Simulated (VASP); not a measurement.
Here is a VASP 6.6.1 calculation.

INCAR

```
SYSTEM = MgB2
PREC = Accurate
ENCUT = 520
EDIFF = 1E-6
ISMEAR = 1
SIGMA = 0.1
LREAL = .FALSE.
LASPH = .TRUE.
NELM = 60
ALGO = Normal
ISIF = 2
LWAVE = .FALSE.
LCHARG = .FALSE.
GGA = PS
ICORELEVEL = 1
```

KPOINTS

```
regular mesh
0
G
  11 11 9
  0 0 0
```

POSCAR

```
MgB2
1.0
    3.0850000000      0.0000000000      0.0000000000
   -1.5425000000      2.6716883710      0.0000000000
    0.0000000000      0.0000000000      3.5230000000
Mg B
1 2
Direct
    0.0000000000      0.0000000000      0.0000000000
    0.3333333333      0.6666666667      0.5000000000
    0.6666666667      0.3333333333      0.5000000000
```

Potentials or basis: VASP PAW PBE potentials, release 64 (Mg, B).

Launch:

```sh
$ cat potpaw_PBE.64/Mg/POTCAR potpaw_PBE.64/B/POTCAR > POTCAR
$ mpirun -np 1 vasp_std > vasp.out
```

(1) What does it give for the pressure?

(2) Predict the band gap on the k mesh.

Results:

(1) -3.3 GPa.

(2) none (metal or under the smearing width).

Caveat: the PAW data sets were made with another functional, which shifts forces and pressure a little.
